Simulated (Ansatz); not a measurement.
## C in Ansatz: the effect of strain

C:

```
CELL_PARAMETERS angstrom
2.10605 -1.21600 0.00000
2.10605 1.21600 0.00000
-1.36528 0.00000 3.50283
ATOMIC_POSITIONS crystal
C 0.16664 0.16664 0.99991
C 0.83336 0.83336 0.00009
```

The cell isn't the ideal one: strained by -1 %.

Alike in all runs:

| Property | Result |
| --- | --- |
| Program | Ansatz 0.2.0 |
| Task | single point |
| Functional | PBE |
| Potentials or basis | Ansatz PAW |
| Cutoff | 420 eV (not typed: the program's choice for these potentials) |
| k mesh | 13 × 13 × 8 |
| Occupations | fermi-dirac, width 0.05 eV |
| Spin | no spin polarisation |

Question: One run gave: gap on the mesh 0.98 eV; pressure 12.4 GPa. Which strain did it use?
A. 0
B. 0.01
C. -0.01

Answer: C.

```tsv
strain	gap on the mesh (eV)	pressure (GPa)
-0.01	0.98	12.4
0	0.93	3.8
0.01	0.88	-4.0
```

Caveats: odd divisions of the mesh miss points on the zone boundary, where band edges often lie, so the gap on the mesh can be too wide; this functional lacks dispersion, which binds the layers, so the pressure and a relaxed spacing across them are unreliable.

A k mesh can miss the band edges.
